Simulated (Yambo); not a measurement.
# TePb (Fm-3m) in Yambo: notebook

One crystal, TePb, is run at these levels: LDA, PBE; tasks: optical spectrum by the Bethe-Salpeter equation, G0W0 quasiparticle levels.

Everything below comes from runs of Yambo 5.3.0. Logs are shortened: lines on timing, memory, paths and dates and some standing lists are left out, and cuts for length are marked.

**What was measured.**

A printed reference work, monograph reports, for a bulk crystal of TePb at 4.2 K: band gap 0.19 eV (direct).

How close the calculation comes is told below.

## (1) The structure

Symmetry: Fm-3m, No. 225, cubic system. The conventional cell has a = 6.462 Å, b = 6.462 Å, c = 6.462 Å, α = 90.00°, β = 90.00°, γ = 90.00°. Pb (site symmetry m-3m) has 6 Te at 3.23 Å as nearest neighbours. Around Te (site symmetry m-3m) lie 6 Pb at 3.23 Å.

## (2) Optical spectrum by the Bethe-Salpeter equation, LDA

bse2.in

```
optics
bse
bss
rim_cut
RandQpts= 1000000
RandGvec= 50 RL
BSKmod= "HARTREE"
BSEmod= "retarded"
BSSmod= "d"
% BSEQptR
 1 | 1 |
%
% BSEBands
 13 | 19 |
%
BSENGexx= 20 Ry
% BEnRange
 0 | 10 | eV
%
% BDmRange
 0.2 | 0.2 | eV
%
BEnSteps= 150
% BLongDir
 1 | 1 | 1 |
%
BSEprop= "abs"
WRbsWF
% KfnQP_E
 0.29 | 1.0 | 1.0 |
%
```

scf.in

```
&CONTROL
  calculation = 'scf'
  prefix = 'pwscf'
  outdir = './tmp'
  pseudo_dir = './pseudo'
/
&SYSTEM
  ibrav = 0
  nat = 2
  ntyp = 2
  ecutwfc = 80
  nbnd = 22
  occupations = 'smearing'
  smearing = 'fd'
  degauss = 0.00367493
  force_symmorphic = .true.
/
&ELECTRONS
  conv_thr = 4d-10
  electron_maxstep = 120
  mixing_beta = 0.5
/
ATOMIC_SPECIES
Pb   207.2000 Pb.upf
Te   127.6000 Te.upf
CELL_PARAMETERS angstrom
   0.0000000000    3.2310000000    3.2310000000
   3.2310000000    0.0000000000    3.2310000000
   3.2310000000    3.2310000000    0.0000000000
ATOMIC_POSITIONS crystal
Pb     0.0000000000    0.0000000000    0.0000000000
Te     0.5000000000    0.5000000000    0.5000000000
K_POINTS automatic
8 8 8 0 0 0
```

nscf.in

```
&CONTROL
  calculation = 'nscf'
  prefix = 'pwscf'
  outdir = './tmp'
  pseudo_dir = './pseudo'
/
&SYSTEM
  ibrav = 0
  nat = 2
  ntyp = 2
  ecutwfc = 80
  nbnd = 45
  occupations = 'fixed'
  force_symmorphic = .true.
/
&ELECTRONS
  conv_thr = 1d-08
  diago_full_acc = .true.
  diago_thr_init = 1d-06
/
ATOMIC_SPECIES
Pb   207.2000 Pb.upf
Te   127.6000 Te.upf
CELL_PARAMETERS angstrom
   0.0000000000    3.2310000000    3.2310000000
   3.2310000000    0.0000000000    3.2310000000
   3.2310000000    3.2310000000    0.0000000000
ATOMIC_POSITIONS crystal
Pb     0.0000000000    0.0000000000    0.0000000000
Te     0.5000000000    0.5000000000    0.5000000000
K_POINTS automatic
6 6 6 0 0 0
```

Potentials or basis: PseudoDojo 0.4.1 SR LDA standard.

Launch:

```sh
> OMP_NUM_THREADS=1 pw.x -in scf.in > scf.out
> OMP_NUM_THREADS=1 pw.x -in nscf.in > nscf.out
> cd tmp/pwscf.save; p2y; mv SAVE ../..; cd ../..
> OMP_NUM_THREADS=1 yambo
> mkdir -p bse2; ln -s $PWD/g0w00/ndb.RIM bse2/
> OMP_NUM_THREADS=1 yambo -F bse2.in -J bse2 -C bse2_out
> OMP_NUM_THREADS=1 ypp -J bse2 -C bse2_out -e s -b 1
```

Yambo's report:

```text
[... sections 02.01 to 02.04 as in the set-up run ...]

  [02.05] Energies & Occupations
  ==============================

  [X] === General ===
  [X] Electronic Temperature                        :  0.000000  0.000000 [eV K]
  [X] Bosonic    Temperature                        :  0.000000  0.000000 [eV K]
  [X] Finite Temperature mode                       : no
  [X] El. density                                   :  0.44471E+24 [cm-3]
  [X] Fermi Level                                   :  8.674921 [eV]

  [X] === Gaps and Widths ===
  [X] Conduction Band Min                           :  0.655516 [eV]
  [X] Valence Band Max                              :  0.000000 [eV]
  [X] Filled Bands                                  :  15
  [X] Empty Bands                                   :   16   45
  [X] Direct Gap                                    :  0.655516 [eV]
  [X] Direct Gap localized at k                     :   4
  [X] Indirect Gap                                  :  0.655516 [eV]
  [X] Indirect Gap between kpts                     :   4   4
  [X] Last valence band width                       :  2.769720 [eV]
  [X] 1st conduction band width                     :  3.379446 [eV]

 [03] Transferred momenta grid and indexing
 ==========================================

 IBZ Q-points                                      :  16
 BZ  Q-points                                      :  216

 K/Q-points units:
 rlu = crystal or reduced units; cc = cartesian coordinates; iku = interal k-units

 Q [ 1]         [rlu]:  0.000000  0.000000  0.000000
 Q [ 2]         [rlu]: -0.43050E-17 -0.43050E-17  0.16667
 Q [ 3]         [rlu]: -0.86100E-17 -0.86100E-17  0.33333
 Q [ 4]         [rlu]: -0.25308E-17 -0.25308E-17 -0.50000
 Q [ 5]         [rlu]:  0.48255E-17  0.16667      0.16667
 Q [ 6]         [rlu]:  0.91808E-17  0.16667      0.33333
 Q [ 7]         [rlu]:  0.17578E-16  0.16667      0.50000
 Q [ 8]         [rlu]: -0.25308E-17  0.16667     -0.33333
 Q [ 9]         [rlu]:  0.86100E-17  0.16667     -0.16667
 Q [10]         [rlu]:  0.96509E-17  0.33333      0.33333
 Q [11]         [rlu]: -0.75654E-16  0.33333      0.50000
 Q [12]         [rlu]:  0.15652E-16  0.33333     -0.33333
 Q [13]         [rlu]: -0.14476E-16 -0.50000     -0.50000
 Q [14]         [rlu]:  0.166667  0.333333  0.500000
 Q [15]         [rlu]:  0.166667  0.333333 -0.333333
 Q [16]         [rlu]:  0.166667 -0.500000 -0.333333

 [04] Coloumb potential Random Integration (RIM)
 ===============================================

 Summary of Coulomb integrals for non-metallic bands |Q|[au] RIM/Bare

 Q [1] 0.100000E-4 0.995988 * Q [2] 0.148533 1.066458
 Q [5] 0.171511 1.065367 * Q [9] 0.242554 1.027165
 Q [6] 0.284419 1.020740 * Q [3] 0.297066 1.018308
 Q [10] 0.343023 1.014905 * Q [8] 0.373800 1.011976
 Q [14] 0.383511 1.011864 * Q [7] 0.420115 1.010077
 Q [11] 0.445599 1.009263 * Q [4] 0.445599 1.008798
 Q [12] 0.485107 1.007725 * Q [15] 0.507337 1.007200
 Q [13] 0.514534 1.007180 * Q [16] 0.542366 1.006590

 [WARNING] [BS] User bands 13-19 break level degeneracy

 [05] External/Internal QP corrections
 =====================================

 [QP_apply] Action to be applied: USER defined scissor

  [05.01]  QP corrections report
  ==============================

  [K+QP] === General ===
  [K+QP] Electronic Temperature                     :  0.000000  0.000000 [eV K]
  [K+QP] Bosonic    Temperature                     :  0.000000  0.000000 [eV K]
  [K+QP] Finite Temperature mode                    : no
  [K+QP] El. density                                :  0.44471E+24 [cm-3]
  [K+QP] Fermi Level                                :  0.000000 [eV]

  [K+QP] === Gaps and Widths ===
  [K+QP] Conduction Band Min                        :  0.945516 [eV]
  [K+QP] Valence Band Max                           :  0.000000 [eV]
  [K+QP] Filled Bands                               :  15
  [K+QP] Empty Bands                                :   16   45
  [K+QP] Direct Gap                                 :  0.945516 [eV]
  [K+QP] Direct Gap localized at k                  :   4
  [K+QP] Indirect Gap                               :  0.945516 [eV]
  [K+QP] Indirect Gap between kpts                  :   4   4
  [K+QP] Last valence band width                    :  2.769720 [eV]
  [K+QP] 1st conduction band width                  :  3.379446 [eV]

  [coarse-grid] Minimum Bare Gap        [ev]:  0.655516
  [coarse-grid] Minimum Gap Correction  [ev]:  0.290000

  Eqp @ K [ 1]
  -36.06201 -36.06201 -36.05608 -36.05608 -36.05608 -16.59113 -16.59113 -16.57888
  -16.57888 -16.57888 -12.06039  -5.73630  -1.30556  -1.30556  -1.30556   4.32496
   4.324962  4.324962  6.162462  6.162462  6.162462  7.722683  7.801809  8.439523
    8.43952  19.63643  19.63643  19.63643  20.04508  20.04508  20.04508  21.88041
  Eqp @ K [ 2]
  -36.06196 -36.06196 -36.05602 -36.05597 -36.05597 -16.59464 -16.59464 -16.57825
  -16.57504 -16.57504 -11.82522  -6.43659  -1.23342  -1.23342  -0.94382   3.14171
   3.402140  3.402140  5.993829  6.681022  6.681022  9.291373  9.657136  9.836288
    9.83629  16.78118  16.78118  17.02397  19.92631  20.26645  20.26645  22.23622
  Eqp @ K [ 3]
  -36.06187 -36.06187 -36.05589 -36.05573 -36.05573 -16.60281 -16.60281 -16.57721
  -16.56616 -16.56616 -11.18362  -7.80150  -1.01547  -1.01547  -0.39144   1.69386
    2.11328   2.11328   6.92271   8.08230   8.08230  11.23515  12.46937  12.46937
   12.98944  13.57396  13.57396  14.84190  20.07597  20.07597  20.79370  21.51849
  Eqp @ K [ 4]
  -36.06183 -36.06183 -36.05583 -36.05561 -36.05561 -16.60704 -16.60704 -16.57679
  -16.56157 -16.56157 -10.63486  -8.65188  -0.83556  -0.83556   0.00000   0.94552
    1.52670   1.52670   8.65618   9.59740   9.78165   9.78165  10.91805  10.91805
   15.49508  15.49508  16.60371  17.10265  17.10265  17.19505  17.57281  19.39003
  Eqp @ K [ 5]
[... 42 lines left out ...]
    5.70705   5.70705   6.90351  10.67499  11.24662  11.46734  12.17226  12.17226
   12.18875  13.75129  13.79638  13.79638  15.97786  15.97786  16.49619  17.81048
  Eqp @ K [14]
  -36.06204 -36.06174 -36.05599 -36.05557 -36.05544 -16.62642 -16.59338 -16.57884
  -16.56348 -16.55973 -10.71884  -7.87197  -2.99752  -2.58333  -0.95192   2.42774
    4.00638   4.71694   5.97923   9.22280   9.51324  10.01859  11.40283  13.77809
   14.11269  14.17386  14.76216  16.03254  17.93919  18.14374  18.54591  18.62931
  Eqp @ K [15]
  -36.06206 -36.06172 -36.05576 -36.05572 -36.05533 -16.62969 -16.59656 -16.57180
  -16.56931 -16.55600 -10.34229  -8.24180  -3.29557  -3.18631  -0.38122   1.72622
    4.79124   5.09761   6.91954   7.14404  10.80216  10.89332  12.38110  12.88397
   14.43125  14.71833  15.91967  16.58827  16.91418  17.85842  18.25671  18.92199
  Eqp @ K [16]
  -36.06218 -36.06166 -36.05603 -36.05548 -36.05521 -16.64329 -16.58913 -16.58039
  -16.56209 -16.55245 -10.27709  -7.90891  -4.14365  -3.31864  -1.23509   3.04425
    4.64135   6.23302   6.27936   8.44536  11.21596  12.08255  12.10601  12.24191
   13.02113  14.42122  14.96096  15.67560  16.14588  17.91621  18.40136  18.65812

 [06] Dipoles
 ============

  [06.01] Setup: observables and procedures
  =========================================

  [WF-Oscillators/G space/Transverse up loader] Normalization (few states)  min/max  :  0.47442E-16   1.0000

  [WR./bse2//ndb.dipoles]---------------------------------------------------------
   Brillouin Zone Q/K grids (IBZ/BZ)                :   16  216   16  216
   RL vectors                                       :   6735 [WF]
   Fragmentation                                    : yes
   Electronic Temperature                           :  0.000000 [K]
   Bosonic    Temperature                           :  0.000000 [K]
   DIP band range                                   :  13  19
   DIP band range limits                            :  15  16
   DIP e/h energy range                             : -1.000000 -1.000000 [eV]
   RL vectors in the sum                            :   6735
   [r,Vnl] included                                 : yes
   Bands ordered                                    : yes
   Direct v evaluation                              : no
   Approach used                                    : G-space v
   Dipoles computed                                 : R V P [G-space]
   Wavefunctions                                    : Slater exchange(X)+Perdew & Wang(C)

  [WARNING] [r,Vnl^pseudo] included in position and velocity dipoles.

  [WARNING] In case H contains other non local terms, these are neglected

 [07] Bethe Salpeter Equation driver
 ===================================

  [07.01] Bethe Salpeter Equation @q1
  ===================================

   [07.01.01] Transition pre-analysis @q1
   ======================================

   [07.01.02] Transition Groups build-up @q1
   =========================================

   [BSK] Transition groups (total):  16
   [BSK] Size (resonant):  2592
   [BSK]         (total):  2592
   [BSK] N. of matrices :  1

   [07.01.03] Loading Dipoles @q1
   ==============================

   [07.01.04] Independent Particles properties @q1
   ===============================================

   [07.01.05] BSE Kernel @q1 (Resonant EXCHANGE)
   =============================================

   [BSE] Exchange components :   725

   [07.01.06] Main kernel loop
   ===========================

   [WR./bse2//ndb.BS_Q1_CPU_0]-----------------------------------------------------
    Brillouin Zone Q/K grids (IBZ/BZ)                :   16  216   16  216
    RL vectors                                       :   6735 [WF]
    Coulomb cutoff potential                         : none
    Parallel CPUs
    Parallel Roles
    Fragmentation                                    : no
    BS kernel          wavefunctions                 : Slater exchange(X)+Perdew & Wang(C)
    Static diel. fun.  energies                      : Slater exchange(X)+Perdew & Wang(C)
    wavefunctions                                    : Slater exchange(X)+Perdew & Wang(C)
    [K] Identifier                                   :   8138
    [K] Dimension                                    :  2592
    [K] Bands                                        :  13  19
    [K] Exchange                                     : yes [res]
    [K] Correlation                                  : no [res]
    [K] Kernel`s coupling                            : no
    [K] Exchange                                     : no [cpl]
    [K] Correlation                                  : no [cpl]
    [K] W interaction is bare                        : no
    [K] ALDA kernel in R-space                       : no
    [K] RL vectors                                   :   725 [exchange]
    [K] E/h energy range                             : -1.000000 -1.000000 [eV]
    [K] Coupling range                               :  100.0000  100.0000 [o/o]
    [K] Kernel long-range exchange                   : BAR

  [07.02] BSE solver(s) @q1
  =========================

  [07.03] Diago Solver @q1
  ========================

  [WR./bse2//ndb.BS_diago_Q1]-----------------------------------------------------
   BS kernel          energies                      : Slater exchange(X)+Perdew & Wang(C)+ user defined corrections @E
   [K] Identifier                                   :   8138
   [K] Dimension                                    :  2592
   [K] Bands                                        :  13  19
   [K] Exchange                                     : yes [res]
   [K] Correlation                                  : no [res]
   [K] Kernel`s coupling                            : no
   [K] Exchange                                     : no [cpl]
   [K] Correlation                                  : no [cpl]
   [K] W interaction is bare                        : no
   [K] ALDA kernel in R-space                       : no
   [K] RL vectors                                   :   725 [exchange]
   [K] E/h energy range                             : -1.000000 -1.000000 [eV]
   [K] Coupling range                               :  100.0000  100.0000 [o/o]
   [K] Kernel long-range exchange                   : BAR
   [BSS] Eigenstates included                       : yes
   [BSS] Field direction                            :  0.577350E-5  0.577350E-5  0.577350E-5
   [BSS] Eigenstates computed                       :  2592
   [BSS] Number of BSE matrices                     :  1
```

Wall time 2.2 min (1 thread of Arm Neoverse V2, shared host); peak memory 0.41 GiB.

What came out:

- Band gap on the k mesh, mean-field level: 0.66 eV, direct
- Lowest exciton energy: 0.95 eV
- Lowest bright exciton energy: 0.95 eV

Dielectric function (along the field direction of the input):
| energy (eV) | real part | imaginary part |
| --- | --- | --- |
| 0.27 | 27.62 | 0.72 |
| 0.74 | 30.89 | 3.27 |
| 1.28 | 38.01 | 10.19 |
| 1.74 | 36.71 | 27.10 |
| 2.28 | 8.59 | 58.58 |
| 2.82 | -21.19 | 28.21 |
| 3.29 | -14.11 | 13.39 |
| 3.83 | -10.14 | 7.07 |
| 4.36 | -7.63 | 5.75 |
| 4.83 | -5.35 | 3.25 |
| 5.37 | -3.15 | 2.23 |
| 5.84 | -2.40 | 3.38 |
| 6.38 | -0.45 | 3.51 |
| 6.91 | -1.30 | 4.15 |
| 7.38 | -3.13 | 4.29 |
| 7.92 | -2.53 | 3.15 |
| 8.46 | -3.70 | 2.31 |
| 8.93 | -2.78 | 0.99 |
| 9.46 | -1.97 | 0.51 |
| 10.00 | -1.69 | 0.56 |

Lowest exciton energies (eV): 0.95, 0.95, 0.95, 0.95, 1.53, 1.53, 1.53, 1.53

Excitons:
| energy (eV) | strength (relative to the strongest) |
| --- | --- |
| 0.950 | 4.7e-10 |
| 0.953 | 0.0013 |
| 0.953 | 0.085 |
| 0.953 | 0.063 |
| 1.527 | 4.4e-17 |
| 1.527 | 2.6e-17 |
| 1.527 | 5e-12 |
| 1.527 | 9.6e-12 |
| 1.527 | 1.5e-13 |
| 1.532 | 0.17 |
| 1.532 | 0.34 |
| 1.532 | 0.28 |

Caveat: the scissor is the correction of the direct gap in an earlier G0W0 run on the same states; spectra need much finer meshes, so this one isn't converged; spin-orbit coupling is left out, which as a rule narrows the gap of such compounds by several tenths of an eV.

(Part 1 of 4 ends here.)
